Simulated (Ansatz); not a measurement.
Bulk crystal (WC) after relaxation:

```cif
data_structure
_symmetry_space_group_name_H-M 'P-6m2'
_symmetry_Int_Tables_number 187
_cell_length_a 2.9218
_cell_length_b 2.9218
_cell_length_c 2.8471
_cell_angle_alpha 90.000
_cell_angle_beta 90.000
_cell_angle_gamma 120.000
_cell_volume 21.05
loop_
_atom_site_label
_atom_site_type_symbol
_atom_site_symmetry_multiplicity
_atom_site_Wyckoff_symbol
_atom_site_fract_x
_atom_site_fract_y
_atom_site_fract_z
_atom_site_occupancy
W1 W 1 a 0.00000 0.00000 0.00000 1
C1 C 1 f 0.66667 0.33333 0.50000 1
```

Miller indices refer to the conventional cell of P-6m2 (No. 187), a = 2.922 Å, b = 2.922 Å, c = 2.847 Å, α = 90.00°, β = 90.00°, γ = 120.00°.

The (100) slab of 8 planes, 8.4 Å thick with 15 Å of vacuum as cut; outer planes W (top) and C (bottom).

These are results of DFT PBE, scalar-relativistic, plane waves, PAW (Ansatz 0.2.0), not measurements. Cutoff 420 eV; k points 12×12×1 on the computed 8-atom cell (Γ-centred); Gaussian smearing, width 0.10 eV; no spin polarisation. The cell repeats along c with a dipole correction in the vacuum.

With the atoms at the bulk's places:

```
Surface energy (mean of both faces)   : 3.98 J/m²
Work function                         : 5.26 eV (top), 5.94 eV (bottom)
Dipole of the slab along +c, per cell : 0.0311 e·Å
```

Problem. What changes when all atoms relax?

Solution. The energy falls by 0.333 J/m² a face, and the largest move is 0.20 Å.

- Surface energy (mean of both faces): 3.64 J/m²
- Work function: 5.20 eV (top), 5.32 eV (bottom)
- Dipole of the slab along +c, per cell: 0.0055 e·Å

```csv
plane (bottom to top),atoms,"spacing to next, bulk (Å)",relaxed (Å),change (%)
1,C,0.843,0.603,-28.5
2,W,1.687,1.724,+2.2
3,C,0.843,0.825,-2.2
4,W,1.687,1.688,0.0
5,C,0.843,0.843,0.0
6,W,1.687,1.696,+0.5
7,C,0.843,0.778,-7.8
8,W,,,
```

Slabs this thin can still miss converged surface energies by a few hundredths of a J/m² and work functions by about a tenth of an eV.

Spin-orbit coupling is left out, which matters for the bands of heavy elements.

γ = (E_slab − N·E_bulk)/2A = 3.783 eV / (2 × 8.32 Å²) = 227.4 meV/Å² = 3.64 J/m², with N = 8 atoms. The cut crosses 2 bonds a cell (neighbours within 10 % of the shortest distances), so each costs 1.89 eV on this count. The faces differ by 0.12 eV because the slab carries a dipole: a dipole layer of p per area A shifts the vacuum level by e·p/(ε0·A) = 180.95 V·Å × 0.0055 e·Å / 8.32 Å² = 0.12 eV.

Relaxation acts mainly on the carbon-terminated face, where the outer spacing shrinks by 28.5 %, against 7.8 % on the tungsten side; the middle of the slab stays bulk-like. Having lost neighbours, the outer carbon sinks towards the tungsten plane and strengthens its remaining C 2p–W 5d bonds. Because these bonds lie at a shallow angle to the surface, a large change in spacing shortens them only modestly.

The same motion probably explains the work functions. Carbon carries negative charge, so a protruding carbon layer raises the barrier for electrons leaving that face. Pulling it inwards, along with the accompanying electronic redistribution, weakens this surface dipole and lowers the bottom value from 5.94 to 5.32 eV, while the top value hardly moves. The remaining difference between the faces is too small to rank them firmly.

The mean surface energy does not show which termination is preferred, since the two differ in composition and their balance depends on the carbon chemical potential.
